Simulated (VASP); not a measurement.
# SnTe (Fm-3m) in VASP: notebook

Aim: see how the results for SnTe move with the level of theory and the settings. Levels: PBE+D3(BJ), PBEsol. Tasks: relaxation of cell and atoms.

Everything below comes from runs of VASP 6.6.1. Logs are shortened: lines on timing, memory, paths and dates and some standing lists are left out, and cuts for length are marked.

## 1. The structure

Symmetry: Fm-3m, No. 225, cubic system. The conventional cell has a = 6.372 Å, b = 6.372 Å, c = 6.372 Å, α = 90.00°, β = 90.00°, γ = 90.00°. Sn (site symmetry m-3m) has 6 Te at 3.19 Å as nearest neighbours. Te (site symmetry m-3m) is surrounded by 6 Sn at 3.19 Å.

The cell is a database's computed one.

## 2. Relaxation of cell and atoms, PBE+D3(BJ)

The input, INCAR:

```
SYSTEM = SnTe
ALGO     = Fast           ! electronic algorithm
EDIFF    = 1E-7           ! SCF threshold, eV
EDIFFG   = -0.005         ! ionic threshold
ENCUT    = 600            ! plane-wave cutoff, eV
GGA      = PE             ! functional
IBRION   = 2              ! ionic algorithm
ISIF     = 3              ! what is computed and relaxed
ISMEAR   = 0              ! smearing method
IVDW     = 12             ! dispersion correction
LASPH    = .TRUE.         ! aspherical terms in the spheres
LCHARG   = .FALSE.        ! write CHGCAR
LREAL    = .FALSE.        ! projectors in reciprocal space
LWAVE    = .FALSE.        ! write WAVECAR
NELM     = 100            ! most SCF steps
NSW      = 90             ! ionic steps
PREC     = Accurate       ! precision mode
SIGMA    = 0.1            ! smearing width, eV
```

The input, KPOINTS:

```
k-points
0
G
  12 12 12
  0 0 0
```

The input, POSCAR:

```
SnTe
1.0
    0.0000000000      3.1858130700      3.1858130700
    3.1858130700      0.0000000000      3.1858130700
    3.1858130700      3.1858130700      0.0000000000
Sn Te
1 1
Direct
    0.0000000000      0.0000000000      0.0000000000
    0.5000000000      0.5000000000      0.5000000000
```

Potentials or basis: VASP PAW PBE potentials, release 64 (Sn_d, Te).

On the command line:

```sh
> cat potpaw_PBE.64/Sn_d/POTCAR potpaw_PBE.64/Te/POTCAR > POTCAR
> mpirun -np 1 vasp_std > vasp.out
```

OUTCAR:

```text
SYSTEM = SnTe
   EDIFF = 1E-7
   EDIFFG = -0.005
   ENCUT = 600
   GGA = PE
   IBRION = 2
   ISIF = 3
   ISMEAR = 0
   IVDW = 12
   LASPH = .TRUE.
   LREAL = .FALSE.
   NELM = 100
   NSW = 90
   PREC = Accurate
 IVDW          = 12

 ion  position               nearest neighbor table
   1  0.000  0.000  0.000-   2 3.19   2 3.19   2 3.19   2 3.19   2 3.19   2 3.19
   2  0.500  0.500  0.500-   1 3.19   1 3.19   1 3.19   1 3.19   1 3.19   1 3.19

  LATTYP: Found a face centered cubic cell.
 ALAT       =     6.3716261400

  Lattice vectors:

 A1 = (   0.0000000000,   3.1858130700,   3.1858130700)
 A2 = (   3.1858130700,   0.0000000000,   3.1858130700)
 A3 = (   3.1858130700,   3.1858130700,   0.0000000000)

Analysis of symmetry for initial positions (statically):
=====================================================================
 Subroutine PRICEL returns:
 Original cell was already a primitive cell.

 Routine SETGRP: Setting up the symmetry group for a
 face centered cubic supercell.

 Subroutine GETGRP returns: Found 48 space group operations
 (whereof 48 operations were pure point group operations)
 out of a pool of 48 trial point group operations.

The static configuration has the point symmetry O_h .

Analysis of symmetry for dynamics (positions and initial velocities):
=====================================================================
 Subroutine PRICEL returns:
 Original cell was already a primitive cell.

 Routine SETGRP: Setting up the symmetry group for a
 face centered cubic supercell.

 Subroutine GETGRP returns: Found 48 space group operations
 (whereof 48 operations were pure point group operations)
 out of a pool of 48 trial point group operations.

The dynamic configuration has the point symmetry O_h .

 Subroutine INISYM returns: Found 48 space group operations
 (whereof 48 operations are pure point group operations),
 and found     1 'primitive' translations

----------------------------------------------------------------------------------------

                                     Primitive cell

  volume of cell :      64.6682

  direct lattice vectors                    reciprocal lattice vectors
     0.000000000  3.185813070  3.185813070    -0.156945806  0.156945806  0.156945806
     3.185813070  0.000000000  3.185813070     0.156945806 -0.156945806  0.156945806
     3.185813070  3.185813070  0.000000000     0.156945806  0.156945806 -0.156945806

  length of vectors
     4.505420051  4.505420051  4.505420051     0.271838110  0.271838110  0.271838110

  position of ions in fractional coordinates (direct lattice)
     0.000000000  0.000000000  0.000000000
     0.500000000  0.500000000  0.500000000

  ion indices of the primitive-cell ions
   primitive index   ion index
                 1           1
                 2           2

----------------------------------------------------------------------------------------

 KPOINTS: k-points

Automatic generation of k-mesh.
 Grid dimensions read from file:
 generate k-points for:   12   12   12

 Generating k-lattice:

  Cartesian coordinates                     Fractional coordinates (reciprocal lattice)
    -0.013078817  0.013078817  0.013078817     0.083333333  0.000000000  0.000000000
     0.013078817 -0.013078817  0.013078817     0.000000000  0.083333333  0.000000000
     0.013078817  0.013078817 -0.013078817     0.000000000  0.000000000  0.083333333

  Length of vectors
     0.022653176  0.022653176  0.022653176

  Shift w.r.t. Gamma in fractional coordinates (k-lattice)
     0.000000000  0.000000000  0.000000000

 Subroutine IBZKPT returns following result:
 ===========================================

 Found     72 irreducible k-points:

 Following reciprocal coordinates:
            Coordinates               Weight
  0.000000  0.000000  0.000000      1.000000
  0.083333  0.000000  0.000000      8.000000
  0.166667  0.000000  0.000000      8.000000
  0.250000  0.000000  0.000000      8.000000
  0.333333  0.000000  0.000000      8.000000
  0.416667  0.000000  0.000000      8.000000
[... 16 lines left out ...]
  0.500000  0.166667  0.000000     24.000000
 -0.416667  0.166667  0.000000     24.000000
 [... further k-points ...]
   k-points           NKPTS =     72   k-points in BZ     NKDIM =     72   number of bands    NBANDS=     14
   number of dos      NEDOS =    301   number of ions     NIONS =      2
   total plane-waves  NPLWV =  46656
   dimension x,y,z NGX =    36 NGY =   36 NGZ =   36
   dimension x,y,z NGXF=    72 NGYF=   72 NGZF=   72
   ions per type =               1   1
   NGX,Y,Z   is equivalent  to a cutoff of  13.28, 13.28, 13.28 a.u.
   NGXF,Y,Z  is equivalent  to a cutoff of  26.57, 26.57, 26.57 a.u.
 SYSTEM =  SnTe
   PREC   = accura    normal or accurate (medium, high low for compatibility)
   ISTART =      0    job   : 0-new  1-cont  2-samecut
   ICHARG =      2    charge: 1-file 2-atom 10-const
   ISPIN  =      1    spin polarized calculation?
   LNONCOLLINEAR =      F non collinear calculations
   LSORBIT =      F    spin-orbit coupling
   LASPH  =      T    aspherical Exc in radial PAW
   ENCUT  =  600.0 eV  44.10 Ry    6.64 a.u.   9.00  9.00  9.00*2*pi/ulx,y,z
   NELM   =    100;   NELMIN=  2; NELMDL= -5     # of ELM steps
   EDIFF  = 0.1E-06   stopping-criterion for ELM
   LREAL  =      F    real-space projection
   EDIFFG = -.5E-02   stopping-criterion for IOM
   NSW    =     90    number of steps for IOM
   IBRION =      2    ionic relax: 0-MD 1-quasi-New 2-CG
   NFREE  =      1    steps in history (QN), initial steepest desc. (CG)
   ISIF   =      3    stress and relaxation
   ISYM   =      2    0-nonsym 1-usesym 2-fastsym
   POTIM  = 0.5000    time-step for ionic-motion
   TEBEG  =    0.0;   TEEND  =   0.0 temperature during run
   PSTRESS=    0.0 pullay stress
   NELECT =      20.0000    total number of electrons
   NUPDOWN=      -1.0000    fix difference up-down
   EMIN   =  10.00;   EMAX   =-10.00  energy-range for DOS
   EFERMI =   0.00;   METHOD = LEGACY
   ISMEAR =     0;   SIGMA  =   0.10  broadening in eV -4-tet -1-fermi 0-gaus
   EFERMI_NEDOS =   21; number of points for ismear=-14 and -15
   IALGO  =     68    algorithm
   IMIX   =      4    mixing-type and parameters
     AMIX     =   0.40;   BMIX     =  1.00
     AMIX_MAG =   1.60;   BMIX_MAG =  1.00
  volume/ion in A,a.u.               =      32.33       218.20
  Fermi-wavevector in a.u.,A,eV,Ry     =   1.107103  2.092121 16.676337  1.225676
  Thomas-Fermi vector in A             =   2.243612
   LORBIT       =      0    0 simple, 1 ext, 2 COOP (PROOUT), +10 PAW based schemes
   GGA     = PE    functional components
   LHFCALC =     F    Hartree Fock is set to
   AEXX    =    0.0000 exact exchange contribution
   IVDW    =    12    specifies the selected vdW correction
   LEPSILON=     F    determine dielectric tensor
   LRPA    =     F    only Hartree local field effects (RPA)
 conjugate gradient relaxation of ions
 non-spin polarized calculation
 RMM-DIIS sequential band-by-band and
 Gauss-broadening in eV      SIGMA  =   0.10
  energy-cutoff  :      600.00
  volume of cell :       64.67
 maximum number of plane-waves:      2180
   NGX = 17   NGY = 17   NGZ = 17

--------------------------------------- Ionic step        1  -------------------------------------------

 number of electron      20.0000002 magnetization

 Free energy of the ion-electron system (eV)
  ---------------------------------------------------
  ext. energy  EPLUGINS =         0.00000000
  ---------------------------------------------------
  free energy    TOTEN  =        -7.56292197 eV

  energy without entropy =       -7.56266067  energy(sigma->0) =       -7.56279132

------------------------ aborting loop because EDIFF is reached ----------------------------------------

 Edisp (eV)   -0.77473

 E8    (eV) :    -0.3651

  FORCE on cell =-STRESS in cart. coord.  units (eV):
  Direction    XX          YY          ZZ          XY          YZ          ZX
  --------------------------------------------------------------------------------------
  -------------------------------------------------------------------------------------
  Total      -0.50070    -0.50070    -0.50070     0.00000     0.00000     0.00000
  in kB     -12.40494   -12.40494   -12.40494     0.00000     0.00000     0.00000
  external pressure =      -12.40 kB  Pullay stress =        0.00 kB
[... 61 lines left out ...]
  energy  without entropy=       -8.3445686230  energy(sigma->0) =       -8.34466840

--------------------------------------- Ionic step        3  -------------------------------------------

 number of electron      19.9999999 magnetization

 Free energy of the ion-electron system (eV)
  ---------------------------------------------------
  ext. energy  EPLUGINS =         0.00000000
  ---------------------------------------------------
  free energy    TOTEN  =        -7.54632444 eV

  energy without entropy =       -7.54610515  energy(sigma->0) =       -7.54621479

 E-fermi :   6.9715     XC(G=0):  -9.4775

 val. band max:        6.9291658334   @ k =   0.5000   0.0000   0.0000
 cond. band min:       7.0139732415   @ k =   0.5000   0.0000   0.0000
 fundamental gap:      0.0848074081
 Fermi energy:         6.9714814366

 k-point     1 :       0.0000    0.0000    0.0000
  band No.  band energies     occupation
      1     -14.9868      2.00000
      2     -14.9868      2.00000
      3     -14.9813      2.00000
      4     -14.9813      2.00000
      5     -14.9813      2.00000
      6      -5.8635      2.00000
      7       2.2230      2.00000
      8       4.7790      2.00000
      9       4.7790      2.00000
     10       4.7790      2.00000
     11      10.2570      0.00000
     12      10.2570      0.00000
     13      10.2571      0.00000
     14      11.6707      0.00000
[... 375 lines left out ...]
 k-point    24 :      -0.4167    0.1667    0.0000
  band No.  band energies     occupation
      1     -14.9937      2.00000
      2     -14.9903      2.00000
      3     -14.9787      2.00000
      4     -14.9754      2.00000
      5     -14.9742      2.00000
      6      -4.4904      2.00000
      7      -1.1622      2.00000
      8       3.4111      2.00000
      9       4.6227      2.00000
     10       5.5550      2.00000
     11       8.0463      0.00000
     12       8.1760      0.00000
     13       9.9989      0.00000
     14      13.4472      0.00000

 [... further k-points ...]

------------------------ aborting loop because EDIFF is reached ----------------------------------------

 Edisp (eV)   -0.79887

 E8    (eV) :    -0.3765

  FORCE on cell =-STRESS in cart. coord.  units (eV):
  Direction    XX          YY          ZZ          XY          YZ          ZX
  --------------------------------------------------------------------------------------
  -------------------------------------------------------------------------------------
  Total       0.00181     0.00181     0.00181     0.00000     0.00000     0.00000
  in kB       0.04607     0.04607     0.04607     0.00000     0.00000     0.00000
  external pressure =        0.05 kB  Pullay stress =        0.00 kB
[... 17 lines left out ...]
  FREE ENERGIE OF THE ION-ELECTRON SYSTEM (eV)
  ---------------------------------------------------
  free  energy   TOTEN  =        -8.3451976127 eV

  energy  without entropy=       -8.3449783165  energy(sigma->0) =       -8.34508796

 reached required accuracy - stopping structural energy minimisation
```

Run time: 74 s. Hardware: 1 thread of Intel Xeon 6975P-C (Granite Rapids), shared host; peak memory 0.28 GiB.

What came out:

```yaml
Free_energy: -8.3452 eV
Relaxed_volume: 31.39 Å³/atom
Relaxed_cell: a = 4.461 Å, b = 4.461 Å, c = 4.461 Å, α = 60.00°, β = 60.00°, γ = 60.00°
Space_group_after_relaxing_to_0.05_Å: Fm-3m (No. 225)
Energy_gained_by_relaxing: 3.8 meV/atom
Ionic_steps: 3
Pressure_after_relaxing: 0.0 GPa
Band_gap_on_the_k_mesh: 0.08 eV, direct
Dispersion_energy_per_atom: -0.399 eV
```

The path:
```csv
step,energy change (eV),largest force (eV/Å),pressure (GPa),volume (Å³)
1,0.0000,0.0000,-1.24,64.67
2,-0.0071,0.0000,0.33,62.35
3,-0.0075,0.0000,0.00,62.79
```

Final structure:
```xyz
2
Lattice="0.0000 3.1546 3.1546 3.1546 0.0000 3.1546 3.1546 3.1546 0.0000" Properties=species:S:1:pos:R:3 pbc="T T T"
Sn    0.0000    0.0000    0.0000
Te    3.1546    3.1546    3.1546
```

Caveat: spin-orbit coupling is left out, which moves the levels of the heavy elements.

## 3. Relaxation of cell and atoms, PBEsol

Edit INCAR of step 2 so:

```diff
@@ -4,4 +4,4 @@
 EDIFFG   = -0.005         ! ionic threshold
-ENCUT    = 600            ! plane-wave cutoff, eV
-GGA      = PE             ! functional
+ENCUT    = 300            ! plane-wave cutoff, eV
+GGA      = PS             ! functional
 IBRION   = 2              ! ionic algorithm
@@ -9,3 +9,2 @@
 ISMEAR   = 0              ! smearing method
-IVDW     = 12             ! dispersion correction
 LASPH    = .TRUE.         ! aspherical terms in the spheres
```

KPOINTS is that of step 2.

POSCAR is that of step 2.

Potentials or basis: VASP PAW PBE potentials, release 64 (Sn_d, Te).

On the command line:

```sh
> cat potpaw_PBE.64/Sn_d/POTCAR potpaw_PBE.64/Te/POTCAR > POTCAR
> mpirun -np 1 vasp_std > vasp.out
```

Wall time 41 s (1 thread of Intel Xeon 6975P-C (Granite Rapids), shared host); peak memory 0.17 GiB.

It converged, with:

```yaml
Free_energy: -8.3414 eV
Relaxed_volume: 30.94 Å³/atom
Relaxed_cell: a = 4.440 Å, b = 4.440 Å, c = 4.440 Å, α = 60.00°, β = 60.00°, γ = 60.00°
Space_group_after_relaxing_to_0.05_Å: Fm-3m (No. 225)
Energy_gained_by_relaxing: 8.5 meV/atom
Ionic_steps: 3
Pressure_after_relaxing: 0.0 GPa
Band_gap_on_the_k_mesh: 0.17 eV, direct
```

The path:
```
step  energy change (eV)  largest force (eV/Å)  pressure (GPa)  volume (Å³)
   1              0.0000                0.0000           -1.87        64.67
   2             -0.0158                0.0000            0.56        61.19
   3             -0.0170                0.0000            0.01        61.89
```

Final structure:
```
Sn Te
1.0
     0.00000    3.13949    3.13949
     3.13949    0.00000    3.13949
     3.13949    3.13949    0.00000
Sn Te
1 1
Direct
  0.00000 0.00000 0.00000
  0.50000 0.50000 0.50000
```

Levels at points of the mesh, in eV from the valence-band top:
| k point | band 7 | band 8 | band 9 | band 10 | band 11 | band 12 | band 13 | band 14 |
| --- | --- | --- | --- | --- | --- | --- | --- | --- |
| (0.00, 0.00, 0.00) | -4.61 | -2.10 | -2.10 | -2.10 | 3.41 | 3.41 | 3.41 | 4.76 |
| (0.50, 0.00, 0.00) | -8.36 | -1.76 | -1.76 | 0.00 | 0.17 | 0.39 | 0.39 | 7.78 |
| (0.50, 0.50, 0.00) | -6.44 | -5.62 | -3.74 | -3.74 | 2.11 | 5.02 | 5.02 | 6.51 |

Caveat: the PAW data sets were made with another functional, which shifts forces and pressure a little; spin-orbit coupling is left out, which moves the levels of the heavy elements. A k mesh can miss the band edges.

## 4. Relaxation of cell and atoms, PBEsol

Edit INCAR of step 3 so:

```diff
@@ -4,3 +4,3 @@
 EDIFFG   = -0.005         ! ionic threshold
-ENCUT    = 300            ! plane-wave cutoff, eV
+ENCUT    = 600            ! plane-wave cutoff, eV
 GGA      = PS             ! functional
```

The input, KPOINTS:

```
k-points
0
G
  4 4 4
  0 0 0
```

POSCAR is that of step 3.

On the command line:

```sh
> cat potpaw_PBE.64/Sn_d/POTCAR potpaw_PBE.64/Te/POTCAR > POTCAR
> mpirun -np 1 vasp_std > vasp.out
```

It took 17 s on 1 thread of Intel Xeon 6975P-C (Granite Rapids), shared host; peak memory 0.2 GiB.

Results (log left out):

| Property | Result |
| --- | --- |
| Free energy | -8.3512 eV |
| Relaxed volume | 30.67 Å³/atom |
| Relaxed cell | a = 4.427 Å, b = 4.427 Å, c = 4.427 Å, α = 60.00°, β = 60.00°, γ = 60.00° |
| Space group after relaxing (to 0.05 Å) | Fm-3m (No. 225) |
| Energy gained by relaxing | 11.6 meV/atom |
| Ionic steps | 3 |
| Pressure after relaxing | 0.0 GPa |
| Band gap on the k mesh | 0.20 eV, direct |

Step by step:
```csv
step,energy change (eV),largest force (eV/Å),pressure (GPa),volume (Å³)
1,0.0000,0.0000,-2.08,64.67
2,-0.0224,0.0000,0.42,60.82
3,-0.0231,0.0000,0.00,61.34
```

Final structure:
```
Sn Te
1.0
     0.00000    3.13027    3.13027
     3.13027    0.00000    3.13027
     3.13027    3.13027    0.00000
Sn Te
1 1
Cartesian
  0.0000 0.0000 0.0000
  3.1303 3.1303 3.1303
```

Levels at points of the mesh, in eV from the valence-band top:
```csv
k point,band 8,band 9,band 10,band 11,band 12,band 13
"(0.00, 0.00, 0.00)",-2.13,-2.13,-2.13,3.44,3.44,3.44
"(0.50, 0.00, 0.00)",-1.78,-1.78,0.00,0.20,0.38,0.38
"(0.50, 0.50, 0.00)",-5.68,-3.78,-3.78,2.09,5.07,5.07
```

Caveat: the k mesh is coarse (spacing up to 0.43 Å⁻¹), so the values aren't converged; the PAW data sets were made with another functional, which shifts forces and pressure a little; spin-orbit coupling is left out, which moves the levels of the heavy elements.

## 5. The runs side by side

```csv
level,k mesh,cutoff (eV),mesh quality,gap on the mesh (eV),pressure (GPa),relaxed volume (Å³/atom)
PBE+D3(BJ),12 × 12 × 12,600,not flagged,0.08,0.0,31.39
PBEsol,12 × 12 × 12,300,not flagged,0.17,0.0,30.94
PBEsol,4 × 4 × 4,600,coarse,0.20,0.0,30.67
```

Alike in all rows: task relaxation of cell and atoms; potentials or basis VASP PAW PBE potentials, release 64 (Sn_d, Te); no spin polarisation; cell relaxed; smearing gaussian 0.1 eV.

Caveats: some runs use coarse meshes; spin-orbit coupling is left out, which moves the levels of the heavy elements; the PAW data sets were made with another functional, which shifts forces and pressure a little (some runs).

Total energies depend on the potentials used, so only differences within one code and one set of settings carry meaning.
